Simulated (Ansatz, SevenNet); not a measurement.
How the lattice parameter c of ZrO2 (P4₂/nmc, No. 137; high-temperature phase) moves with the method

No measured value is used here.

```
level (code)            value (Å)
---------------------  ----------
SevenNet-0 (SevenNet)  (withheld)
LDA (Ansatz)                5.113
PBE (Ansatz)                5.284
PBEsol (Ansatz)        (withheld)
PBE-D3(BJ) (Ansatz)         5.223
r²SCAN (Ansatz)             5.229
r²SCAN+rVV10 (Ansatz)       5.204
```

**Question.** What belongs in the gaps?

**Answer.** 
- SevenNet-0 (SevenNet), value (Å): 5.311
- PBEsol (Ansatz, an electronic-structure program), value (Å): 5.179

Cutoffs differ between the levels. Ansatz's density-functional and Hartree–Fock values are scalar-relativistic unless marked +SOC, with PAW data made under PBE.

Machine-learned potentials (SevenNet-0) are trained on DFT data, which may include these solids.
